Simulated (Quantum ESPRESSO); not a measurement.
W:

```xyz
1
Lattice="-1.5823 1.5823 1.5823 1.5823 -1.5823 1.5823 1.5823 1.5823 -1.5823" Properties=species:S:1:pos:R:3 pbc="T T T"
W     0.0000    0.0000    0.0000
```

Base run:

```yaml
Program: Quantum ESPRESSO 7.5
Functional: PBE
Potentials_or_basis: PseudoDojo 0.4 FR PBE standard
Cutoff: 1007 eV
Density_cutoff: 4027 eV
k_mesh: 12 × 12 × 12
Occupations: fermi-dirac, width 0.05 eV
Spin: spin-orbit coupling, no magnetisation
```

Its results: band gap on the k mesh none (metal or under the smearing width); pressure 7.1 GPa.

**Question.** The run is repeated on the same cell with these changes: potentials or basis from PseudoDojo 0.4 FR PBE standard to PseudoDojo 0.4.1 SR PBE standard; spin from spin-orbit coupling, no magnetisation to no spin polarisation. What comes out?

**Answer.** Band gap on the k mesh none (metal or under the smearing width); pressure 5.9 GPa.

Caveats: spin-orbit coupling is left out, which moves the levels of the heavy elements (some runs).
